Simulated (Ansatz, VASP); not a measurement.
## Al: VASP beside Ansatz

```
CELL_PARAMETERS angstrom
0.00000 2.00779 2.00779
2.00779 0.00000 2.00779
2.00779 2.00779 0.00000
ATOMIC_POSITIONS crystal
Al 0.00000 0.00000 0.00000
```

Alike in both runs: task single point; functional r2SCAN; k mesh 18 × 18 × 18; occupations gaussian, width 0.1 eV; no spin polarisation.

|  | VASP | Ansatz |
| --- | --- | --- |
| version | VASP 6.6.1 | Ansatz 0.2.0 |
| potentials or method | VASP PAW PBE potentials, release 64 (Al) | scalar-relativistic, plane waves, PAW |
| plane-wave cutoff (eV) | 520 | 500 |
| valence electrons in the cell | 3 | 3 |

```csv
,VASP,Ansatz,Ansatz less VASP
gap on the k mesh at the Fermi level (eV),none,none,-
pressure (GPa),-1.9,-1.6,+0.31
```

A gap of «none» marks a metal or a gap that the smearing closes.

Caveats: the PAW data sets were made with another functional, which shifts forces and pressure a little (VASP).
